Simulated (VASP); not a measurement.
The system is BaZrO3.

```
Ba Zr O
1.0
     4.18936    0.00000    0.00000
     0.00000    4.18936    0.00000
     0.00000    0.00000    4.18936
Ba Zr O
1 1 3
Cartesian
  0.0000 0.0000 0.0000
  2.0947 2.0947 2.0947
  2.0947 0.0000 2.0947
  2.0947 2.0947 0.0000
  0.0000 2.0947 2.0947
```

The cell is a database's computed one.

Base run:

- Program: VASP 6.6.1
- Functional: PBEsol
- Potentials or basis: VASP PAW PBE potentials, release 64 (Ba_sv, Zr_sv, O)
- Cutoff: 700 eV
- k mesh: 6 × 6 × 6
- Occupations: gaussian, width 0.02 eV
- Spin: no spin polarisation

Its results: band gap on the k mesh 3.11 eV, indirect (least direct gap 3.33 eV); pressure 0.0 GPa.

Question: The run is repeated on the same cell with these changes: functional from PBEsol to r2SCAN; cutoff from 700 eV to 520 eV. What comes out?

Answer: Band gap on the k mesh 3.71 eV, indirect (least direct gap 3.95 eV); pressure 2.9 GPa.

r2SCAN gives the wider gap, since meta-GGAs in the generalised Kohn-Sham scheme recover part of the derivative discontinuity.

Caveats: the PAW data sets were made with another functional, which shifts forces and pressure a little; spin-orbit coupling is left out, which moves the levels of the heavy elements.

A k mesh can miss the band edges.

Not every run made on this cell is shown here.
